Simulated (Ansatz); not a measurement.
## Phase order of Nb

Structure types of Nb are relaxed in primitive cells with their symmetry kept at 0 GPa, first on PAW files, then by LAPW. The enthalpy is E + pV at zero temperature, without zero-point motion. Only the types listed were tried, and differences under about 5 meV/atom are mesh noise.

Level of theory: DFT with PBE, scalar-relativistic, in Ansatz 0.2.0; Fermi–Dirac smearing of 0.05 eV, no spin polarisation. LAPW: all electrons, basis error target 0.5 meV/atom; PAW: frozen-core files, cutoff 420 eV.

k meshes: fcc 17×17×17, bcc 17×17×17, hcp 16×16×9.

Task: Which type is lowest in enthalpy, and by how much?

Result: bcc, 294 meV/atom below hcp. The whole table:

| start type | ends as | a, b, c (Å) | V (Å³/atom) | H − H(lowest), LAPW (meV/atom) | same, PAW |
| --- | --- | --- | --- | --- | --- |
| fcc | fcc, Fm-3m | 4.219, 4.219, 4.219 | 18.77 | 324.2 | 324.3 |
| bcc | bcc, Im-3m | 3.309, 3.309, 3.309 | 18.12 | 0.0 | 0.0 |
| hcp | hcp, P6_3/mmc | 2.868, 2.868, 5.239 | 18.67 | 293.5 | 293.5 |
